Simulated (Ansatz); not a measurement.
Perturbing In₂O₃

Base: a COD entry, its atoms then relaxed with PBE in this cell.

```
CELL_PARAMETERS angstrom
2.74350 1.58396 4.83667
-2.74350 1.58396 4.83667
0.00000 -3.16792 4.83667
ATOMIC_POSITIONS crystal
In 0.35792 0.35792 0.35792
In 0.14208 0.14208 0.14208
In 0.64208 0.64208 0.64208
In 0.85792 0.85792 0.85792
O 0.54592 0.95408 0.25000
O 0.25000 0.54592 0.95408
O 0.95408 0.25000 0.54592
O 0.45408 0.04592 0.75000
O 0.75000 0.45408 0.04592
O 0.04592 0.75000 0.45408
```

Atom numbers follow the list; atoms alike are taken as one site, whose name carries the number of the first.

Method: Kohn–Sham DFT in Ansatz, PBE, plane waves and PAW, scalar-relativistic, 420 eV cutoff, Γ-centred 7×7×7 k-points, Fermi–Dirac smearing 0.02 eV.

(1) Variant: z compressed by 2 %, ions relaxed. What happens to the gradients (10²¹ V/m²)?

Results:

(1) 

```json
{"site": "In", "atoms": "1, 2, 3, 4", "V_zz base": "4.81", "η base": "0.00", "V_zz variant": "5.84", "η variant": "0.00"}
{"site": "O", "atoms": "5, 6, 7, 8, 9, …", "V_zz base": "-4.41", "η base": "0.56", "V_zz variant": "-4.28", "η variant": "0.46"}
```

The largest change of V_zz is on In, from 4.81 to 5.84. In per cent, |V_zz| changes by +21 on In, -3 on O (all sites that start above 0.5).

Without spin–orbit coupling (the program notes it for In) the gradients are little affected as a rule: paired runs on crystals with a gap mostly move them by under 2 % at such atoms.
For the base: At this cell the PBE pressure is 8 GPa, so with PBE the cell would grow if it were relaxed.
For the variant: At this changed cell the PBE pressure is 12 GPa.
